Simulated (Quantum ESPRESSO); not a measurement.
# Hf and the effect of the choice of potentials or basis

The cell as given:

```cif
data_structure
_symmetry_space_group_name_H-M 'Im-3m'
_symmetry_Int_Tables_number 229
_cell_length_a 3.6100
_cell_length_b 3.6100
_cell_length_c 3.6100
_cell_angle_alpha 90.000
_cell_angle_beta 90.000
_cell_angle_gamma 90.000
_cell_volume 47.05
loop_
_atom_site_label
_atom_site_type_symbol
_atom_site_symmetry_multiplicity
_atom_site_Wyckoff_symbol
_atom_site_fract_x
_atom_site_fract_y
_atom_site_fract_z
_atom_site_occupancy
Hf1 Hf 2 a 0.00000 0.00000 0.00000 1
```

This isn't the form of Hf at room conditions, which is hcp.

Kept alike: task relaxation of cell and atoms; functional PBEsol; k mesh 10 × 10 × 10; occupations fermi-dirac, width 0.05 eV; no spin polarisation. Program: Quantum ESPRESSO. Cutoffs run from 789 to 1796 eV. The mesh is that of the run's cell of 1 atom. No spin-orbit coupling.

| choice of potentials or basis | volume (Å³/atom) |
| --- | --- |
| PseudoDojo 0.4 SR PBEsol stringent | 21.332 |
| PseudoDojo 0.4.1 SR PBEsol standard | 21.403 |

The relaxations keep at least the cell's symmetry (Im-3m). For a metal such a mesh leaves the last digits unconverged. Relaxations stop with a little pressure left, so the last digits of a volume or edge aren't settled. Runs of this series that gave no sound value for these columns are left out.

The volume runs from 21.332 (PseudoDojo 0.4 SR PBEsol stringent) to 21.403 Å³/atom (PseudoDojo 0.4.1 SR PBEsol standard).

The two potentials give nearly the same equilibrium volume for bcc Hf, 21.332 and 21.403 Å³/atom. The small offset probably reflects how each potential treats the core and semicore shells, and says nothing about a change in bonding. The volume itself is set mainly by the partly filled 5d band, whose bonding states pull the atoms together against the repulsion of the filled inner shells.

Both volumes are clearly smaller than that of the starting cell, which holds two atoms in 47.05 Å³. Bcc is the high-temperature form of Hf, so if the starting edge was measured in that phase's range, much of the contraction would be thermal expansion missing from a static calculation, with a possible share from the functional. The close agreement therefore speaks for consistency between the potentials, not for accuracy against experiment. Nor does a relaxation that keeps cubic symmetry show that the lattice is mechanically or dynamically stable, since bcc Hf is known to owe its existence to vibrational entropy and anharmonicity.
